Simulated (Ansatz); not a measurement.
**Pd, a strained cell with displaced atoms**

```
CELL_PARAMETERS angstrom
-3.91681 -0.02151 0.00687
-0.00687 0.03148 3.98619
1.97648 4.01396 2.02114
ATOMIC_POSITIONS crystal
Pd 0.00176 0.01353 0.01579
Pd 0.53913 0.45006 0.06291
Pd 0.71352 0.77331 0.48895
Pd 0.25568 0.25813 0.52617
```

Method: PBE, no spin polarisation; PAW, plane waves to 420 eV, 5×5×5 (shifted by 0, 0.5, 0.5 steps) mesh, fermi-dirac occupations (width 0.1 eV) (Ansatz 0.2.0), atoms fixed.

At the Fermi level: It is a metal, with about 8.3 states/eV a cell as the mean within 0.25 eV of the Fermi level, mostly Pd d (93 %).
Forces: The largest is on Pd2: 2.38 eV/Å, components (0.44, -1.75, 1.55). It makes 164° with the line to a nearest neighbour, Pd3 at 2.50 Å, pointing away from it.
Contacts: Pd–Pd at 2.50 Å: least valence density 0.48 e/Å³ and ELF 0.23 there. Both are smooth PAW fields, read partly inside the augmentation spheres.
Stress: The pressure is 2.2 GPa (compression positive), so with the atoms held at these fractions the cell would first expand; the forces are large, so a full relaxation may end otherwise. The principal stresses -1.1, 2.3, 5.4 GPa differ, so its shape would change too.

Origin: a strained cell with displaced atoms, so it need not be a known compound. Caveats: many states at the Fermi level without spin polarisation, so a magnetic state may lie lower; the k mesh is coarse if the cell is a metal; atoms or cell far from equilibrium.
